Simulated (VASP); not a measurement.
# Al (Fm-3m) in VASP: a series of runs

Runs on Al. Level: PBE. Tasks: relaxation of cell and atoms.

All numbers are computed with VASP 6.6.1; they aren't measurements. Logs are shortened: lines on timing, memory, paths and dates and some standing lists are left out, and cuts for length are marked.

## 1. The crystal as given

It takes space group Fm-3m (No. 225, cubic). Conventional cell: a = 4.050 Å, b = 4.050 Å, c = 4.050 Å, α = 90.00°, β = 90.00°, γ = 90.00°. Around Al (site symmetry m-3m) lie 12 Al at 2.86 Å.

## 2. Relaxation of cell and atoms, PBE

Contents of INCAR:

```
PREC = Accurate ; ENCUT = 600
EDIFF = 1E-6 ; ISMEAR = -1
SIGMA = 0.05 ; LREAL = F
LASPH = T ; NELM = 60
ALGO = Fast ; ISIF = 3
LWAVE = F ; LCHARG = F
GGA = PE ; IBRION = 2
NSW = 60 ; EDIFFG = -0.005
```

Contents of KPOINTS:

```
Automatic mesh
0
Gamma
  11 11 11
```

Contents of POSCAR:

```
Al
1.0
    0.0000000000      2.0248050000      2.0248050000
    2.0248050000      0.0000000000      2.0248050000
    2.0248050000      2.0248050000      0.0000000000
Al
1
Direct
    0.0000000000      0.0000000000      0.0000000000
```

Potentials or basis: VASP PAW PBE potentials, release 64 (Al).

Started as:

```
$ cat potpaw_PBE.64/Al/POTCAR > POTCAR
$ mpirun -np 1 vasp_std > vasp.out
```

OUTCAR:

```text
PREC = Accurate
   ENCUT = 600
   EDIFF = 1E-6
   ISMEAR = -1
   LREAL = F
   LASPH = T
   NELM = 60
   ISIF = 3
   GGA = PE
   IBRION = 2
   NSW = 60
   EDIFFG = -0.005

 ion  position               nearest neighbor table
   1  0.000  0.000  0.000-

  LATTYP: Found a face centered cubic cell.
 ALAT       =     4.0496100000

  Lattice vectors:

 A1 = (   0.0000000000,   2.0248050000,   2.0248050000)
 A2 = (   2.0248050000,   0.0000000000,   2.0248050000)
 A3 = (   2.0248050000,   2.0248050000,   0.0000000000)

Analysis of symmetry for initial positions (statically):
=====================================================================
 Subroutine PRICEL returns:
 Original cell was already a primitive cell.

 Routine SETGRP: Setting up the symmetry group for a
 face centered cubic supercell.

 Subroutine GETGRP returns: Found 48 space group operations
 (whereof 48 operations were pure point group operations)
 out of a pool of 48 trial point group operations.

The static configuration has the point symmetry O_h .

Analysis of symmetry for dynamics (positions and initial velocities):
=====================================================================
 Subroutine PRICEL returns:
 Original cell was already a primitive cell.

 Routine SETGRP: Setting up the symmetry group for a
 face centered cubic supercell.

 Subroutine GETGRP returns: Found 48 space group operations
 (whereof 48 operations were pure point group operations)
 out of a pool of 48 trial point group operations.

The dynamic configuration has the point symmetry O_h .

 Subroutine INISYM returns: Found 48 space group operations
 (whereof 48 operations are pure point group operations),
 and found     1 'primitive' translations

----------------------------------------------------------------------------------------

                                     Primitive cell

  volume of cell :      16.6027

  direct lattice vectors                    reciprocal lattice vectors
     0.000000000  2.024805000  2.024805000    -0.246937359  0.246937359  0.246937359
     2.024805000  0.000000000  2.024805000     0.246937359 -0.246937359  0.246937359
     2.024805000  2.024805000  0.000000000     0.246937359  0.246937359 -0.246937359

  length of vectors
     2.863506692  2.863506692  2.863506692     0.427708053  0.427708053  0.427708053

  position of ions in fractional coordinates (direct lattice)
     0.000000000  0.000000000  0.000000000

  ion indices of the primitive-cell ions
   primitive index   ion index
                 1           1

----------------------------------------------------------------------------------------

 KPOINTS: Automatic mesh

Automatic generation of k-mesh.
 Grid dimensions read from file:
 generate k-points for:   11   11   11

 Generating k-lattice:

  Cartesian coordinates                     Fractional coordinates (reciprocal lattice)
    -0.022448851  0.022448851  0.022448851     0.090909091  0.000000000  0.000000000
     0.022448851 -0.022448851  0.022448851     0.000000000  0.090909091  0.000000000
     0.022448851  0.022448851 -0.022448851     0.000000000  0.000000000  0.090909091

  Length of vectors
     0.038882550  0.038882550  0.038882550

  Shift w.r.t. Gamma in fractional coordinates (k-lattice)
     0.000000000  0.000000000  0.000000000

 Subroutine IBZKPT returns following result:
 ===========================================

 Found     56 irreducible k-points:

 Following reciprocal coordinates:
            Coordinates               Weight
  0.000000  0.000000  0.000000      1.000000
  0.090909  0.000000  0.000000      8.000000
  0.181818  0.000000  0.000000      8.000000
  0.272727  0.000000  0.000000      8.000000
  0.363636  0.000000  0.000000      8.000000
  0.454545  0.000000  0.000000      8.000000
[... 16 lines left out ...]
 -0.272727  0.181818  0.000000     24.000000
 -0.181818  0.181818  0.000000     12.000000
 [... further k-points ...]
   k-points           NKPTS =     56   k-points in BZ     NKDIM =     56   number of bands    NBANDS=      5
   number of dos      NEDOS =    301   number of ions     NIONS =      1
   total plane-waves  NPLWV =  13824
   dimension x,y,z NGX =    24 NGY =   24 NGZ =   24
   dimension x,y,z NGXF=    48 NGYF=   48 NGZF=   48
   ions per type =               1
   NGX,Y,Z   is equivalent  to a cutoff of  13.93, 13.93, 13.93 a.u.
   NGXF,Y,Z  is equivalent  to a cutoff of  27.87, 27.87, 27.87 a.u.
 SYSTEM =  unknown system
   PREC   = accura    normal or accurate (medium, high low for compatibility)
   ISTART =      0    job   : 0-new  1-cont  2-samecut
   ICHARG =      2    charge: 1-file 2-atom 10-const
   ISPIN  =      1    spin polarized calculation?
   LNONCOLLINEAR =      F non collinear calculations
   LSORBIT =      F    spin-orbit coupling
   LASPH  =      T    aspherical Exc in radial PAW
   ENCUT  =  600.0 eV  44.10 Ry    6.64 a.u.   5.72  5.72  5.72*2*pi/ulx,y,z
   NELM   =     60;   NELMIN=  2; NELMDL= -5     # of ELM steps
   EDIFF  = 0.1E-05   stopping-criterion for ELM
   LREAL  =      F    real-space projection
   EDIFFG = -.5E-02   stopping-criterion for IOM
   NSW    =     60    number of steps for IOM
   IBRION =      2    ionic relax: 0-MD 1-quasi-New 2-CG
   NFREE  =      1    steps in history (QN), initial steepest desc. (CG)
   ISIF   =      3    stress and relaxation
   ISYM   =      2    0-nonsym 1-usesym 2-fastsym
   POTIM  = 0.5000    time-step for ionic-motion
   TEBEG  =    0.0;   TEEND  =   0.0 temperature during run
   PSTRESS=    0.0 pullay stress
   NELECT =       3.0000    total number of electrons
   NUPDOWN=      -1.0000    fix difference up-down
   EMIN   =  10.00;   EMAX   =-10.00  energy-range for DOS
   EFERMI =   0.00;   METHOD = LEGACY
   ISMEAR =    -1;   SIGMA  =   0.05  broadening in eV -4-tet -1-fermi 0-gaus
   EFERMI_NEDOS =   21; number of points for ismear=-14 and -15
   IALGO  =     68    algorithm
   IMIX   =      4    mixing-type and parameters
     AMIX     =   0.40;   BMIX     =  1.00
     AMIX_MAG =   1.60;   BMIX_MAG =  1.00
  volume/ion in A,a.u.               =      16.60       112.04
  Fermi-wavevector in a.u.,A,eV,Ry     =   0.925526  1.748991 11.654733  0.856599
  Thomas-Fermi vector in A             =   2.051390
   LORBIT       =      0    0 simple, 1 ext, 2 COOP (PROOUT), +10 PAW based schemes
   GGA     = PE    functional components
   LHFCALC =     F    Hartree Fock is set to
   AEXX    =    0.0000 exact exchange contribution
   IVDW    =     0    specifies the selected vdW correction
   LEPSILON=     F    determine dielectric tensor
   LRPA    =     F    only Hartree local field effects (RPA)
 conjugate gradient relaxation of ions
 non-spin polarized calculation
 RMM-DIIS sequential band-by-band and
  energy-cutoff  :      600.00
  volume of cell :       16.60
 maximum number of plane-waves:       564
   NGX = 11   NGY = 11   NGZ = 11

--------------------------------------- Ionic step        1  -------------------------------------------

 number of electron       3.0000000 magnetization

 Free energy of the ion-electron system (eV)
  ---------------------------------------------------
  ext. energy  EPLUGINS =         0.00000000
  ---------------------------------------------------
  free energy    TOTEN  =        -3.75574642 eV

  energy without entropy =       -3.75173685  energy(sigma->0) =       -3.75374163

------------------------ aborting loop because EDIFF is reached ----------------------------------------

  FORCE on cell =-STRESS in cart. coord.  units (eV):
  Direction    XX          YY          ZZ          XY          YZ          ZX
  --------------------------------------------------------------------------------------
  -------------------------------------------------------------------------------------
  Total       -0.0480956     -0.0480956     -0.0480956      0.0000000      0.0000000     -0.0000000
  in kB       -4.6412673     -4.6412673     -4.6412673      0.0000000      0.0000000     -0.0000000
  external PRESSURE =      -4.6412673 kB  Pullay stress =       0.0000000 kB

 VOLUME and BASIS-vectors are now :
 -----------------------------------------------------------------------------
  energy-cutoff  :      600.00
  volume of cell :       16.60
      direct lattice vectors                 reciprocal lattice vectors
     0.000000000  2.024805000  2.024805000    -0.246937359  0.246937359  0.246937359
     2.024805000  0.000000000  2.024805000     0.246937359 -0.246937359  0.246937359
     2.024805000  2.024805000  0.000000000     0.246937359  0.246937359 -0.246937359
[... 36 lines left out ...]
 POSITION                                       TOTAL-FORCE (eV/Angst)
 -----------------------------------------------------------------------------------
      2.02011      2.02011      0.00000         0.000000      0.000000      0.000000
 -----------------------------------------------------------------------------------
    total drift:                               -0.000000     -0.000000     -0.000000

  FREE ENERGIE OF THE ION-ELECTRON SYSTEM (eV)
  ---------------------------------------------------
  free  energy   TOTEN  =        -3.7558841455 eV

  energy  without entropy=       -3.7518852489  energy(sigma->0) =       -3.75388470

--------------------------------------- Ionic step        3  -------------------------------------------

 number of electron       3.0000000 magnetization

 Free energy of the ion-electron system (eV)
  ---------------------------------------------------
  ext. energy  EPLUGINS =         0.00000000
  ---------------------------------------------------
  free energy    TOTEN  =        -3.75588897 eV

  energy without entropy =       -3.75188829  energy(sigma->0) =       -3.75388863

 E-fermi :   8.0082     XC(G=0): -10.1956

 val. band max:        7.9991073601   @ k =  -0.4545   0.3636   0.0000
 cond. band min:       8.0296523538   @ k =   0.4545   0.1818   0.0909
 fundamental gap:      0.0305449937
 Fermi energy:         8.0082270999

 k-point     1 :       0.0000    0.0000    0.0000
  band No.  band energies     occupation
      1      -3.1356      2.00000
      2      20.6139      0.00000
      3      20.6139      0.00000
      4      20.6139      0.00000
      5      22.1036      0.00000

 k-point     2 :       0.0909    0.0000    0.0000
  band No.  band energies     occupation
      1      -2.9111      2.00000
      2      17.6928      0.00000
      3      19.9739      0.00000
      4      19.9739      0.00000
      5      22.7673      0.00000

 k-point     3 :       0.1818    0.0000    0.0000
  band No.  band energies     occupation
      1      -2.2396      2.00000
      2      14.0386      0.00000
      3      19.2422      0.00000
      4      19.2422      0.00000
      5      22.5305      0.00000
[... 153 lines left out ...]
 k-point    23 :      -0.2727    0.1818    0.0000
  band No.  band energies     occupation
      1       0.6339      2.00000
      2       9.1428      0.00000
      3      12.5434      0.00000
      4      18.2765      0.00000
      5      20.2598      0.00000

 k-point    24 :      -0.1818    0.1818    0.0000
  band No.  band energies     occupation
      1      -0.7587      2.00000
      2      11.8212      0.00000
      3      13.2751      0.00000
      4      19.8617      0.00000
      5      21.8871      0.00000

 [... further k-points ...]

------------------------ aborting loop because EDIFF is reached ----------------------------------------

  FORCE on cell =-STRESS in cart. coord.  units (eV):
  Direction    XX          YY          ZZ          XY          YZ          ZX
  --------------------------------------------------------------------------------------
  -------------------------------------------------------------------------------------
  Total        0.0006524      0.0006524      0.0006524     -0.0000000     -0.0000000      0.0000000
  in kB        0.0633279      0.0633279      0.0633279     -0.0000000     -0.0000000      0.0000000
  external PRESSURE =       0.0633279 kB  Pullay stress =       0.0000000 kB

 VOLUME and BASIS-vectors are now :
 -----------------------------------------------------------------------------
  energy-cutoff  :      600.00
  volume of cell :       16.51
      direct lattice vectors                 reciprocal lattice vectors
     0.000000000  2.020833384  2.020833384    -0.247422674  0.247422674  0.247422674
     2.020833384  0.000000000  2.020833384     0.247422674 -0.247422674  0.247422674
     2.020833384  2.020833384  0.000000000     0.247422674  0.247422674 -0.247422674

 POSITION                                       TOTAL-FORCE (eV/Angst)
 -----------------------------------------------------------------------------------
      0.00000      0.00000      0.00000        -0.000000      0.000000      0.000000
 -----------------------------------------------------------------------------------
    total drift:                               -0.000000      0.000000      0.000000

  FREE ENERGIE OF THE ION-ELECTRON SYSTEM (eV)
  ---------------------------------------------------
  free  energy   TOTEN  =        -3.7558889709 eV

  energy  without entropy=       -3.7518882879  energy(sigma->0) =       -3.75388863

 reached required accuracy - stopping structural energy minimisation
```

It took 7.5 s on 1 thread of Intel Xeon Platinum 8488C (Sapphire Rapids), shared host; peak memory 0.13 GiB.

What came out:

| Property | Result |
| --- | --- |
| Free energy | -3.7559 eV |
| Relaxed volume | 16.51 Å³/atom |
| Relaxed cell | a = 2.858 Å, b = 2.858 Å, c = 2.858 Å, α = 60.00°, β = 60.00°, γ = 60.00° |
| Space group after relaxing (to 0.05 Å) | Fm-3m (No. 225) |
| Energy gained by relaxing | 0.1 meV/atom |
| Ionic steps | 3 |
| Pressure after relaxing | 0.0 GPa |
| Band gap on the k mesh | none (metal or under the smearing width) |

The path:
| step | energy change (eV) | largest force (eV/Å) | pressure (GPa) | volume (Å³) |
| --- | --- | --- | --- | --- |
| 1 | 0.0000 | 0.0000 | -0.46 | 16.60 |
| 2 | -0.0001 | 0.0000 | 0.09 | 16.49 |
| 3 | -0.0001 | 0.0000 | 0.01 | 16.51 |

Final structure:
```
Al
1.0
     0.00000    2.02083    2.02083
     2.02083    0.00000    2.02083
     2.02083    2.02083    0.00000
Al
1
Direct
  0.00000 0.00000 0.00000
```

(Continued in part 2 of 2.)
